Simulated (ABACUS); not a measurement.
# Mo (Im-3m) in ABACUS: further runs, part 2 of 2

ABACUS 3.10.1.

## Step 4: Relaxation of cell and atoms, WC

run_abacus.py

```python
"""Relaxation by an ASE optimiser with ABACUS as a small file-based calculator."""
import re
import subprocess
import spglib
from ase import Atoms
import numpy as np
from ase.calculators.calculator import Calculator, all_changes
from ase.filters import FrechetCellFilter
from ase.io import read
from ase.optimize import BFGS
from ase.stress import full_3x3_to_voigt_6_stress
from ase.units import Bohr, GPa

atoms = read("Mo.cif")
cell, frac, numbers = spglib.standardize_cell((atoms.cell[:], atoms.get_scaled_positions(), atoms.numbers), to_primitive=True, symprec=1e-4)
atoms = Atoms(numbers=numbers, cell=cell, scaled_positions=frac, pbc=True)  # the primitive cell
atoms = atoms[(-atoms.numbers).argsort(kind="stable")]  # ABACUS lists atoms element by element
pseudo = {'Mo': 'Mo.upf'}
orbital = {}
magmoms = None
kmesh = [10, 10, 10]
params = {
    'suffix': 'Mo',
    'calculation': 'scf',
    'basis_type': 'pw',
    'pseudo_dir': './',
    'symmetry': 1,
    'dft_functional': 'wc',
    'ecutwfc': 81,
    'pseudo_rcut': 10,
    'nspin': 1,
    'nbands': 11,
    'ks_solver': 'dav',
    'smearing_method': 'fd',
    'smearing_sigma': 0.00367493,
    'scf_thr': 1e-08,
    'scf_nmax': 100,
    'mixing_type': 'broyden',
    'mixing_beta': 0.7,
    'cal_force': 1,
    'cal_stress': 1,
    'kpar': 4,
}

def write_input(atoms):
    symbols = atoms.get_chemical_symbols()
    elements = list(dict.fromkeys(symbols))
    lines = ["ATOMIC_SPECIES"] + [f"{e} {atoms.get_masses()[symbols.index(e)]:.4f} {pseudo[e]}" for e in elements]
    if orbital:
        lines += ["", "NUMERICAL_ORBITAL"] + [orbital[e] for e in elements]
    lines += ["", "LATTICE_CONSTANT", f"{1 / Bohr:.10f}", "", "LATTICE_VECTORS"]
    lines += [" ".join(f"{x:.10f}" for x in v) for v in atoms.cell]
    lines += ["", "ATOMIC_POSITIONS", "Direct"]
    for e in elements:
        lines += ["", e, "0.0", str(symbols.count(e))]
        for i, p in enumerate(atoms.get_scaled_positions(wrap=False)):
            if symbols[i] == e:
                mag = "" if magmoms is None else " mag " + " ".join(str(x) for x in (magmoms[i] if isinstance(magmoms[i], list) else [magmoms[i]]))
                lines.append(" ".join(f"{x:.10f}" for x in p) + " 1 1 1" + mag)
    open("STRU", "w").write("\n".join(lines) + "\n")
    open("KPT", "w").write("K_POINTS\n0\nGamma\n%d %d %d 0 0 0\n" % tuple(kmesh))
    open("INPUT", "w").write("INPUT_PARAMETERS\n" + "".join(f"{k:<20s}{v}\n" for k, v in params.items()))

class Abacus(Calculator):
    implemented_properties = ["energy", "free_energy", "forces", "stress"]

    def calculate(self, atoms=None, properties=("energy",), system_changes=all_changes):
        super().calculate(atoms, properties, system_changes)
        write_input(self.atoms)
        subprocess.run(['mpirun', '-np', '4', 'abacus'], check=True)
        log = open("OUT.Mo/running_scf.log").read()
        if "charge density convergence is achieved" not in log:
            raise RuntimeError("SCF not converged")
        rows = lambda title, n: np.array([l.split()[-3:] for l in log.split(title)[-1].split("\n")[2:2 + n]], float)
        energy = float(re.findall(r"FINAL_ETOT_IS (\S+)", log)[-1])
        stress = -rows("TOTAL-STRESS", 3) / 10 * GPa  # ABACUS prints kbar, compression positive
        self.results = dict(energy=energy, free_energy=energy, forces=rows("TOTAL-FORCE", len(self.atoms)), stress=full_3x3_to_voigt_6_stress(stress))

atoms.calc = Abacus()
opt = BFGS(FrechetCellFilter(atoms), logfile="opt.log", trajectory="relax.traj")
print("optimiser converged:", opt.run(fmax=0.01, steps=60))
```

Mo.cif

```cif
data_Mo
_cell_length_a 3.16761794
_cell_length_b 3.16761794
_cell_length_c 3.16761794
_cell_angle_alpha 90.00000000
_cell_angle_beta 90.00000000
_cell_angle_gamma 90.00000000
_space_group_name_H-M_alt 'Im-3m'
_space_group_name_Hall '-I 4 2 3'
_space_group_IT_number 229
loop_
_space_group_symop_operation_xyz
'x,y,z'
'-x,-y,-z'
'-y,x,z'
'y,-x,-z'
'-x,-y,z'
'x,y,-z'
'y,-x,z'
'-y,x,-z'
'x,-y,-z'
'-x,y,z'
'-y,-x,-z'
'y,x,z'
'-x,y,-z'
'x,-y,z'
'y,x,-z'
'-y,-x,z'
'z,x,y'
'-z,-x,-y'
'z,-y,x'
'-z,y,-x'
'z,-x,-y'
'-z,x,y'
'z,y,-x'
'-z,-y,x'
'-z,x,-y'
'z,-x,y'
'-z,-y,-x'
'z,y,x'
'-z,-x,y'
'z,x,-y'
'-z,y,x'
'z,-y,-x'
'y,z,x'
'-y,-z,-x'
'x,z,-y'
'-x,-z,y'
'-y,z,-x'
'y,-z,x'
'-x,z,y'
'x,-z,-y'
'-y,-z,x'
'y,z,-x'
'-x,-z,-y'
'x,z,y'
'y,-z,-x'
'-y,z,x'
'x,-z,y'
'-x,z,-y'
'x+1/2,y+1/2,z+1/2'
'-x+1/2,-y+1/2,-z+1/2'
'-y+1/2,x+1/2,z+1/2'
'y+1/2,-x+1/2,-z+1/2'
'-x+1/2,-y+1/2,z+1/2'
'x+1/2,y+1/2,-z+1/2'
'y+1/2,-x+1/2,z+1/2'
'-y+1/2,x+1/2,-z+1/2'
'x+1/2,-y+1/2,-z+1/2'
'-x+1/2,y+1/2,z+1/2'
'-y+1/2,-x+1/2,-z+1/2'
'y+1/2,x+1/2,z+1/2'
'-x+1/2,y+1/2,-z+1/2'
'x+1/2,-y+1/2,z+1/2'
'y+1/2,x+1/2,-z+1/2'
'-y+1/2,-x+1/2,z+1/2'
'z+1/2,x+1/2,y+1/2'
'-z+1/2,-x+1/2,-y+1/2'
'z+1/2,-y+1/2,x+1/2'
'-z+1/2,y+1/2,-x+1/2'
'z+1/2,-x+1/2,-y+1/2'
'-z+1/2,x+1/2,y+1/2'
'z+1/2,y+1/2,-x+1/2'
'-z+1/2,-y+1/2,x+1/2'
'-z+1/2,x+1/2,-y+1/2'
'z+1/2,-x+1/2,y+1/2'
'-z+1/2,-y+1/2,-x+1/2'
'z+1/2,y+1/2,x+1/2'
'-z+1/2,-x+1/2,y+1/2'
'z+1/2,x+1/2,-y+1/2'
'-z+1/2,y+1/2,x+1/2'
'z+1/2,-y+1/2,-x+1/2'
'y+1/2,z+1/2,x+1/2'
'-y+1/2,-z+1/2,-x+1/2'
'x+1/2,z+1/2,-y+1/2'
'-x+1/2,-z+1/2,y+1/2'
'-y+1/2,z+1/2,-x+1/2'
'y+1/2,-z+1/2,x+1/2'
'-x+1/2,z+1/2,y+1/2'
'x+1/2,-z+1/2,-y+1/2'
'-y+1/2,-z+1/2,x+1/2'
'y+1/2,z+1/2,-x+1/2'
'-x+1/2,-z+1/2,-y+1/2'
'x+1/2,z+1/2,y+1/2'
'y+1/2,-z+1/2,-x+1/2'
'-y+1/2,z+1/2,x+1/2'
'x+1/2,-z+1/2,y+1/2'
'-x+1/2,z+1/2,-y+1/2'
loop_
_atom_site_label
_atom_site_type_symbol
_atom_site_symmetry_multiplicity
_atom_site_Wyckoff_symbol
_atom_site_fract_x
_atom_site_fract_y
_atom_site_fract_z
_atom_site_occupancy
Mo1 Mo 2 a 0.0000000000 0.0000000000 0.0000000000 1
```

Run with:

```
$ OMP_NUM_THREADS=1 python run_abacus.py > log
```

Run time: 20 s. Hardware: 4 MPI ranks of Intel Xeon Platinum 8375C at 2.90GHz (Ice Lake), shared host; peak memory 0.36 GiB.

It converged, with:

| Property | Result |
| --- | --- |
| Free energy | -1913.5115 eV |
| Relaxed volume | 15.41 Å³/atom |
| Relaxed cell | a = 2.715 Å, b = 2.715 Å, c = 2.715 Å, α = 109.47°, β = 109.47°, γ = 109.47° |
| Space group after relaxing (to 0.05 Å) | Im-3m (No. 229) |
| Energy gained by relaxing | 12.3 meV/atom |
| Ionic steps | 3 |
| Pressure after relaxing | 0.0 GPa |
| Band gap on the k mesh | none (metal or under the smearing width) |

Step by step:
| step | energy change (eV) | largest force (eV/Å) | pressure (GPa) | volume (Å³) |
| --- | --- | --- | --- | --- |
| 1 | 0.0000 | 0.0000 | -7.92 | 15.89 |
| 2 | -0.0122 | 0.0000 | 0.72 | 15.37 |
| 3 | -0.0123 | 0.0000 | -0.03 | 15.41 |

Final structure:
```
CELL_PARAMETERS angstrom
-1.56754 1.56754 1.56754
1.56754 -1.56754 1.56754
1.56754 1.56754 -1.56754
ATOMIC_POSITIONS crystal
Mo 0.00000 0.00000 0.00000
```

Levels at points of the mesh, in eV from the Fermi level:
| k point | band 5 | band 6 | band 7 | band 8 | band 9 |
| --- | --- | --- | --- | --- | --- |
| (0.00, 0.00, 0.00) | -7.42 | -1.50 | -1.50 | -1.50 | 1.57 |
| (0.50, 0.50, 0.00) | -5.53 | -3.58 | 1.56 | 1.61 | 2.25 |
| (0.50, 0.50, 0.50) | -5.68 | -5.68 | 3.98 | 3.98 | 3.98 |

Caveat: the potentials were made for another functional, which shifts forces and pressure.

## Step 5: Single point, PBEsol

INPUT

```
INPUT_PARAMETERS
suffix              Mo
calculation         scf
basis_type          lcao
pseudo_dir          ./
orbital_dir         ./
symmetry            1
dft_functional      pbesol
ecutwfc             100
pseudo_rcut         10
nspin               1
nbands              17
ks_solver           genelpa
smearing_method     fd
smearing_sigma      0.00367493
scf_thr             1e-07
scf_nmax            100
mixing_type         broyden
mixing_beta         0.7
cal_force           1
cal_stress          1
out_mul             1
out_chg             1
```

STRU

```
ATOMIC_SPECIES
Mo 95.9500 Mo.upf

NUMERICAL_ORBITAL
Mo_confined-atom_7au_3s2p2d1f.orb

LATTICE_CONSTANT
1.8897261246

LATTICE_VECTORS
-1.5838089719 1.5838089719 1.5838089719
1.5838089719 -1.5838089719 1.5838089719
1.5838089719 1.5838089719 -1.5838089719

ATOMIC_POSITIONS
Direct

Mo
0.0
1
0.0000000000 0.0000000000 0.0000000000 1 1 1
```

KPT

```
K_POINTS
0
Gamma
11 11 11 0 0 0
```

Potentials or basis: PseudoDojo NC SR 0.4 PBEsol stringent, DZP LCAO (the cutoffs set its grid).

Run with:

```
$ OMP_NUM_THREADS=1 mpirun -np 4 abacus > log
```

Run time: 3.8 s. Hardware: 4 MPI ranks of Intel Xeon Platinum 8559C (Emerald Rapids), shared host; peak memory 0.36 GiB.

Results (log left out):

```
Free energy            : -1912.2037 eV
Pressure               : -7.9 GPa
Band gap on the k mesh : none (metal or under the smearing width)
```

Levels at points of the mesh, in eV from the Fermi level:
```
           k point  band 4  band 5  band 6  band 7  band 8  band 9  band 10  band 11
(0.00, 0.00, 0.00)  -34.46   -7.09   -1.23   -1.23   -1.23    1.75     1.75    15.02
```

Caveat: the atomic orbitals were generated for these runs and aren't a published set; the basis of atomic orbitals isn't converged, which shifts pressures, moduli and gaps.

## Step 6: Overview

| task | level | potentials or basis | cell | k mesh | cutoff (eV) | SCF threshold on the density | eigensolver | optimiser | force threshold | max steps | gap on the mesh (eV) | pressure (GPa) |
| --- | --- | --- | --- | --- | --- | --- | --- | --- | --- | --- | --- | --- |
| single point | OLYP | PseudoDojo NC SR 0.5 PBE stringent, plane waves | as given | 10 × 10 × 10 | 1102 | 1e-08 | dav | - | - | - | none | -6.7 |
| single point | WC | PseudoDojo NC SR 0.4 PBEsol stringent, plane waves | as given | 10 × 10 × 10 | 1102 | 1e-08 | dav | - | - | - | none | -7.9 |
| relaxation of cell and atoms | WC | PseudoDojo NC SR 0.4 PBEsol stringent, plane waves | relaxed | 10 × 10 × 10 | 1102 | 1e-08 | dav | ASE BFGS | 0.01 eV/Å | 60 | none | 0.0 |
| single point | PBEsol | PseudoDojo NC SR 0.4 PBEsol stringent, DZP LCAO (the cutoffs set its grid) | as given | 11 × 11 × 11 | 1361 | 1e-07 | genelpa | - | - | - | none | -7.9 |

Alike in all rows: no spin polarisation; smearing fermi-dirac 0.05 eV.

Caveats: the potentials were made for another functional, which shifts forces and pressure (some runs); the atomic orbitals were generated for these runs and aren't a published set (some runs); the basis of atomic orbitals isn't converged, which shifts pressures, moduli and gaps (some runs).

Total energies depend on the potentials used, so only differences within one code and one set of settings carry meaning.
